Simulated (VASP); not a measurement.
# WC (Qusongite) (P-6m2) in VASP: a series of runs, part 2 of 2

VASP 6.6.1. The steps go on from the part before.

### Step 3. Relaxation of cell and atoms, PBEsol

This run uses another cell than the first one, of 10.32 Å³/atom, 0.994 times its volume.

INCAR

```
ALGO = Normal
EDIFF = 1E-7
EDIFFG = -0.005
ENCUT = 600
GGA = PS
IBRION = 2
ISIF = 3
ISMEAR = 1
LASPH = True
LCHARG = False
LREAL = False
LWAVE = False
NELM = 80
NSW = 90
PREC = Accurate
SIGMA = 0.1
```

KPOINTS

```
k-points
0
Gamma
  15 15 13
```

POSCAR

```
WC                                      
1.0
    2.9012760188      0.0000000000      0.0000000000
   -1.4506380094      2.5125787357      0.0000000000
   -0.0000000000      0.0000000000      2.8302845001
  W               C             
     1     1
Direct
     0.0000000000000000    0.0000000000000000    1.0000000000000000
     0.6666666667000030    0.3333333332999970    0.5000000000000000
```

Potentials or basis: VASP PAW PBE potentials, release 64 (W_sv, C).

Started as:

```sh
> cat potpaw_PBE.64/W_sv/POTCAR potpaw_PBE.64/C/POTCAR > POTCAR
> mpirun -np 1 vasp_std > vasp.out
```

Wall time 88 s (1 thread of Intel Xeon Platinum 8375C at 2.90GHz (Ice Lake), shared host); peak memory 0.19 GiB.

Results (log left out):

- Free energy: -23.9012 eV
- Energy gained by relaxing: 0.0 meV/atom
- Ionic steps: 3
- Pressure after relaxing: 0.0 GPa
- Band gap on the k mesh: none (metal or under the smearing width)

Final structure:
```yaml
crystal:
  lattice:
    - [2.90102, 0.00000, 0.00000]
    - [-1.45051, 2.51236, 0.00000]
    - [0.00000, 0.00000, 2.83061]
  atoms:
    - { symbol: W, position: [0.00000, 0.00000, 0.00000] }
    - { symbol: C, position: [0.66667, 0.33333, 0.50000] }
```

Levels at points of the mesh, in eV from the Fermi level:
```
           k point  band 5  band 6  band 7  band 8  band 9  band 10  band 11  band 12  band 13
(0.00, 0.00, 0.00)  -14.45   -4.34   -3.34   -3.34    0.14     3.27     3.27     5.71     5.71
```

Caveat: the PAW data sets were made with another functional, which shifts forces and pressure a little.

### Step 4. Relaxation of cell and atoms, AM05

INCAR

```
SYSTEM = WC
PREC = Accurate ; ENCUT = 600
EDIFF = 1E-6 ; ISMEAR = 1
SIGMA = 0.1 ; LREAL = .FALSE.
LASPH = .TRUE. ; NELM = 80
ALGO = Normal ; ISIF = 3
LWAVE = .FALSE. ; LCHARG = .FALSE.
GGA = AM ; IBRION = 2
NSW = 90 ; EDIFFG = -0.01
```

KPOINTS

```
regular mesh
0
G
  15 15 13
  0 0 0
```

POSCAR

```
WC
1.0
    2.9065000000      0.0000000000      0.0000000000
   -1.4532500000      2.5171028361      0.0000000000
    0.0000000000      0.0000000000      2.8366000000
W C
1 1
Direct
    0.0000000000      0.0000000000      0.0000000000
    0.6666666667      0.3333333333      0.5000000000
```

Started as:

```sh
> cat potpaw_PBE.64/W_sv/POTCAR potpaw_PBE.64/C/POTCAR > POTCAR
> mpirun -np 1 vasp_std > vasp.out
```

Wall time 2 min (1 thread of Intel Xeon Platinum 8259CL at 2.50GHz (Skylake/Cascade Lake), shared host); peak memory 0.2 GiB.

It converged, with:

- Free energy: -23.4983 eV
- Relaxed volume: 10.25 Å³/atom
- Relaxed cell: a = 2.894 Å, b = 2.894 Å, c = 2.826 Å, α = 90.00°, β = 90.00°, γ = 120.00°
- Space group after relaxing (to 0.05 Å): P-6m2 (No. 187)
- Energy gained by relaxing: 1.9 meV/atom
- Ionic steps: 9
- Pressure after relaxing: 0.0 GPa
- Band gap on the k mesh: none (metal or under the smearing width)

Step by step:
| step | energy change (eV) | largest force (eV/Å) | pressure (GPa) | volume (Å³) |
| --- | --- | --- | --- | --- |
| 1 | 0.0000 | 0.0000 | -4.88 | 20.75 |
| 2 | 0.0281 | 0.0000 | 15.29 | 19.82 |
| 3 | -0.0038 | 0.0000 | -0.08 | 20.51 |
| 4 | -0.0038 | 0.0000 | -0.04 | 20.50 |
| 5 | -0.0038 | 0.0000 | 0.05 | 20.50 |
| 6 | -0.0038 | 0.0000 | 0.19 | 20.49 |
| 7 | -0.0038 | 0.0000 | 0.15 | 20.50 |
| 8 | -0.0038 | 0.0000 | -0.27 | 20.52 |
| 9 | -0.0038 | 0.0000 | 0.00 | 20.50 |

Final structure:
```
W C
1.0
     2.89443    0.00000    0.00000
    -1.44721    2.50665    0.00000
     0.00000    0.00000    2.82582
W C
1 1
Direct
  0.00000 0.00000 0.00000
  0.66667 0.33333 0.50000
```

Levels at points of the mesh, in eV from the Fermi level:
```
           k point  band 7  band 8  band 9  band 10  band 11  band 12
(0.00, 0.00, 0.00)   -3.36   -3.36    0.14     3.30     3.30     5.75
```

Caveat: the PAW data sets were made with another functional, which shifts forces and pressure a little. The run has no spin-orbit coupling, so splittings on W are missing.

### Step 5. Relaxation of cell and atoms, AM05

This run uses another cell than the first one, of 10.25 Å³/atom, 0.988 times its volume.

INCAR

```
SYSTEM = WC
PREC = Accurate ; ENCUT = 600
EDIFF = 1E-7 ; ISMEAR = 1
SIGMA = 0.1 ; LREAL = .FALSE.
LASPH = .TRUE. ; NELM = 80
ALGO = Normal ; ISIF = 3
LWAVE = .FALSE. ; LCHARG = .FALSE.
GGA = AM ; IBRION = 2
NSW = 90 ; EDIFFG = -0.005
```

KPOINTS is that of step 4.

POSCAR

```
WC                                      
1.0
    2.8944258992     -0.0000000000      0.0000000000
   -1.4472129496      2.5066463580     -0.0000000000
   -0.0000000000      0.0000000000      2.8258204505
  W               C             
     1     1
Direct
     0.0000000000000000    0.0000000000000000    0.0000000000000000
     0.6666666667000030    0.3333333332999970    0.5000000000000000
```

Potentials or basis: VASP PAW PBE potentials, release 64 (W_sv, C).

Started as:

```sh
> cat potpaw_PBE.64/W_sv/POTCAR potpaw_PBE.64/C/POTCAR > POTCAR
> mpirun -np 1 vasp_std > vasp.out
```

OUTCAR:

```text
SYSTEM = WC
   PREC = Accurate
   ENCUT = 600
   EDIFF = 1E-7
   ISMEAR = 1
   LREAL = .FALSE.
   LASPH = .TRUE.
   NELM = 80
   ISIF = 3
   GGA = AM
   IBRION = 2
   NSW = 90
   EDIFFG = -0.005

 ion  position               nearest neighbor table
   1  0.000  0.000  0.000-   2 2.19   2 2.19   2 2.19   2 2.19   2 2.19   2 2.19
   2  0.667  0.333  0.500-   1 2.19   1 2.19   1 2.19   1 2.19   1 2.19   1 2.19

  LATTYP: Found a hexagonal cell.
[... 580 lines left out ...]

  FORCE on cell =-STRESS in cart. coord.  units (eV):
  Direction    XX          YY          ZZ          XY          YZ          ZX
  --------------------------------------------------------------------------------------
  -------------------------------------------------------------------------------------
  Total        0.0040512      0.0040512     -0.0041670      0.0000000     -0.0000000      0.0000000
  in kB        0.3165897      0.3165897     -0.3256386      0.0000000     -0.0000000      0.0000000
  external PRESSURE =       0.1025136 kB  Pullay stress =       0.0000000 kB

 VOLUME and BASIS-vectors are now :
 -----------------------------------------------------------------------------
  energy-cutoff  :      600.00
  volume of cell :       20.50
      direct lattice vectors                 reciprocal lattice vectors
     2.894425899  0.000000000  0.000000000     0.345491657  0.199469701  0.000000000
    -1.447212950  2.506646358  0.000000000     0.000000000  0.398939402  0.000000000
     0.000000000  0.000000000  2.825820451     0.000000000  0.000000000  0.353879525

 POSITION                                       TOTAL-FORCE (eV/Angst)
 -----------------------------------------------------------------------------------
      0.00000      0.00000      0.00000         0.000000      0.000000      0.000000
      1.44721      0.83555      1.41291        -0.000000     -0.000000      0.000000
 -----------------------------------------------------------------------------------
    total drift:                                0.000000     -0.000000      0.000000

  FREE ENERGIE OF THE ION-ELECTRON SYSTEM (eV)
  ---------------------------------------------------
  free  energy   TOTEN  =       -23.4980412475 eV

  energy  without entropy=      -23.4980239841  energy(sigma->0) =      -23.49803549

 reached required accuracy - stopping structural energy minimisation
```

It took 27 s on 1 thread of Intel Xeon Platinum 8259CL at 2.50GHz (Skylake/Cascade Lake), shared host; peak memory 0.19 GiB.

Results:

| Item | Value |
| --- | --- |
| Free energy | -23.4980 eV |
| Pressure after relaxing | 0.0 GPa |
| Band gap on the k mesh | none (metal or under the smearing width) |

Final structure:
```
W C
1.0
     2.89443    0.00000    0.00000
    -1.44721    2.50665    0.00000
     0.00000    0.00000    2.82582
W C
1 1
Cartesian
  0.0000 0.0000 0.0000
  1.4472 0.8355 1.4129
```

Caveat: the relaxation stopped at its first step, so nothing moved; the PAW data sets were made with another functional, which shifts forces and pressure a little. The run has no spin-orbit coupling, so splittings on W are missing.
